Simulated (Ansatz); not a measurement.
# Ni: the cost of one run

Method: DFT PBEsol, scalar-relativistic, plane waves, PAW, in Ansatz 0.2.0.

2 further runs of the same task are left out: 2 set aside as unsound or not needed.

### 1 The system as given

The structure is cubic, space group Fm-3m (No. 225). Conventional cell: a = 3.463 Å, b = 3.463 Å, c = 3.463 Å, α = 90.00°, β = 90.00°, γ = 90.00°. Ni (site symmetry m-3m) has 12 Ni at 2.45 Å as nearest neighbours.

As a file:

```xyz
1
Lattice="0.0000 1.7316 1.7316 1.7316 0.0000 1.7316 1.7316 1.7316 0.0000" Properties=species:S:1:pos:R:3 pbc="T T T"
Ni    0.0000    0.0000    0.0000
```

It is the result of an earlier relaxation at this level (volume 10.38 Å³/atom; gap on the mesh: none (metal), site moments up to 0.7 μB).

### 2 Electronic structure at the relaxed geometry

input.yaml reads:

```yaml
crystal:
  lattice:
    - [0.0, 1.7315727406, 1.7315727406]
    - [1.7315727406, 0.0, 1.7315727406]
    - [1.7315727406, 1.7315727406, 0.0]
  atoms:
    - { symbol: Ni, position: [0.0, 0.0, 0.0], spin: 0.73 }
basis:
  ecutwfc: 420
kpoints:
  mp_grid: { grid: [20, 20, 20] }
  band_path:
    path:
      - [[0.0, 0.0, 0.0], [0.5, 0.0, 0.5], [0.625, 0.25, 0.625]]
      - [[0.375, 0.375, 0.75], [0.0, 0.0, 0.0], [0.5, 0.5, 0.5], [0.5, 0.25, 0.75], [0.5, 0.0, 0.5]]
    npoints: 14
hamiltonian:
  xc: pbesol
scf:
  occupations: { method: gaussian, width: 0.1 }
  n_extra_bands: 6
output:
  forces: true
  stress: true
  eigenvalues: true
  populations: true
  dos: { projected: true, de: 0.02, nscf_kmesh: { grid: [30, 30, 30] } }
  bader: true
  write_density: true
  write_potential: true
  elf: true
  volumetric_format: npy
magnetization:
  spin_polarized: true
checkpoint:
  read: start.run
  write: ck
  compress: false
  write_wavefunctions: false
  write_every: 100000
```

Command:

```sh
> ansatz run input.yaml --threads 1 --pin off --max-ram 2560MiB --backend cpu --events-out ev --progress --plain --runs-dir out
```

**Question.** How long does this run take on 1 thread of Arm Neoverse V2, shared host, and how much memory does it need?

About 19 s, with a peak of 0.34 GiB.
